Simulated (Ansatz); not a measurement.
## BP under changes of volume

One of the cells (11.682 Å³/atom); the others are scaled copies at fixed shape and fractional positions:

```
CELL_PARAMETERS angstrom
0.00000 2.26900 2.26900
2.26900 0.00000 2.26900
2.26900 2.26900 0.00000
ATOMIC_POSITIONS crystal
P 0.75000 0.75000 0.75000
B 0.00000 0.00000 0.00000
```

* Program: Ansatz 0.2.0
* Functional: r2SCAN
* Potentials or basis: Ansatz PAW
* Cutoff: 500 eV (not typed: the program's choice for these potentials)
* k mesh: 10 × 10 × 10
* Occupations: fermi-dirac, width 0.05 eV
* Spin: no spin polarisation

```tsv
volume (Å³/atom)	energy over the lowest point (meV/atom)	pressure (GPa)	gap on the mesh (eV)
10.981	23.72	11.6	1.33
11.214	10.03	7.3	1.36
11.448	2.30	3.4	1.39
11.682	0.00	-0.2	1.42
11.915	?	?	?
12.149	9.73	-6.3	1.47
12.383	20.90	-9.0	1.49
```

**Question.** What does the run at 11.915 Å³/atom give?

**Answer.** Energy over the lowest point 2.62 meV/atom; pressure -3.4 GPa; gap on the mesh 1.44 eV.

Worked out: A Birch-Murnaghan fit of order 3 (a polynomial in V^(-2/3)) to the other rows has its minimum at 11.67 Å³/atom with B0 = V·E''(V) = 169 GPa and B' = 3.9. It gives 2.63 meV/atom at 11.915 Å³/atom, against the run's 2.62, and -dE/dV = -3.4 GPa, against -3.4. A straight line through the other rows of the gap, of slope 1.34 eV per unit of ln V, gives 1.44 eV, against the run's 1.44.

Energies are extrapolated to zero smearing.

Caveats: the PAW data sets come from PBE, with cores solved anew for the run's functional, which leaves a small shift of forces and pressure.

A mesh can miss the band edges.
